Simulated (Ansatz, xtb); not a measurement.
## Ligand exchange: C2H3BrO + H2O → C2H4O2 + HBr

Gas-phase species: C2H3BrO (acetyl bromide) `CC(=O)Br`, singlet; H2O (water) `O`, singlet; C2H4O2 (acetic acid) `CC(=O)O`, singlet; HBr (hydrogen bromide), singlet. The partners trade Br for OH: C–Br and H–OH bonds give way to C–OH and H–Br.

Shapes, held fixed at every level: PBE0-D4/def2-TZVP. Flexible molecules stand in one conformer, not always the lowest. Programs: Ansatz 0.2.0, xtb 6.7.1. The zero-point and thermal change to 298 K, harmonic and unscaled (PBE0-D4/def2-TZVP), is -2.6 kJ/mol.

**What was measured.** Tabulated heats of formation (Active Thermochemical Tables, CRC Handbook of Chemistry and Physics): C2H3BrO -190.4 (CRC); H2O -241.8 (ATcT); C2H4O2 -432.2 (CRC); HBr -35.9 (ATcT) kJ/mol, which give ΔH(298 K) = -35.8 kJ/mol.

| level | kind | ΔH (kJ/mol) | computed − measured |
| --- | --- | --- | --- |
| GFN1-xTB | semi-empirical | -74.4 | -38.5 |
| HF/def2-SVP | Hartree–Fock | -92.5 | -56.7 |
| PBE-D4/def2-TZVPP | GGA | -32.4 | +3.4 |
| r2SCAN-D4/def2-TZVPP | meta-GGA | -38.3 | -2.5 |
| BHLYP-D4/def2-TZVPP | global hybrid | -49.8 | -14.0 |
| wB97M-V/def2-TZVPP | range-separated hybrid | -47.2 | -11.4 |
| MP2/def2-TZVPP | perturbation theory | -33.4 | +2.4 |
| CCSD(T)/def2-SVP | coupled cluster or CI | -71.7 | -35.9 |
| CCSD(T)/def2-TZVPP | coupled cluster or CI | -41.8 | -6.0 |

Nearest: MP2/def2-TZVPP (+2.4); farthest: HF/def2-SVP (-56.7). 4 of 9 levels lie within 10 kJ/mol. The heats of C2H3BrO (acetyl bromide) come from older tables and can be uncertain by 10 kJ/mol or more. Relativity is left out for Br. Outer-core shells of Br are correlated, in sets that cover them unevenly.
